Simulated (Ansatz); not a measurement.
CoO:

```
Co O
1.0
    -1.50800    1.50800    2.10725
     1.50800   -1.50800    2.10725
     1.50800    1.50800   -2.10725
Co O
1 1
Direct
  0.00000 0.00000 0.00000
  0.50000 0.50000 0.00000
```

Base run:

- Program: Ansatz 0.2.0
- Functional: PBEsol
- Potentials or basis: Ansatz PAW
- Cutoff: 420 eV (not typed: the program's choice for these potentials)
- k mesh: 10 × 10 × 10
- Occupations: fermi-dirac, width 0.05 eV
- Spin: collinear spin, ferromagnetic start
- Starting moments: [0.5, 0.0] μB
- Fixed moment: 0.5 μB

Its results: pressure -26.4 GPa; site moments Co +0.48; O -0.01 μB.

**Question.** The run is repeated on the same cell with these changes: fixed moment from 0.5 μB to 1.5 μB; moments at the start from [0.5, 0.0] to [1.5, 0.0]. What comes out?

**Answer.** Pressure -21.2 GPa; site moments Co +1.38; O +0.04 μB.

Caveats: the total moment is fixed, so each spin has its own Fermi level; a cell with one magnetic atom can't hold antiferromagnetic order, which such compounds often take; the PAW data sets come from PBE, with cores solved anew for the run's functional, which leaves a small shift of forces and pressure; the thresholds are loose for stress.
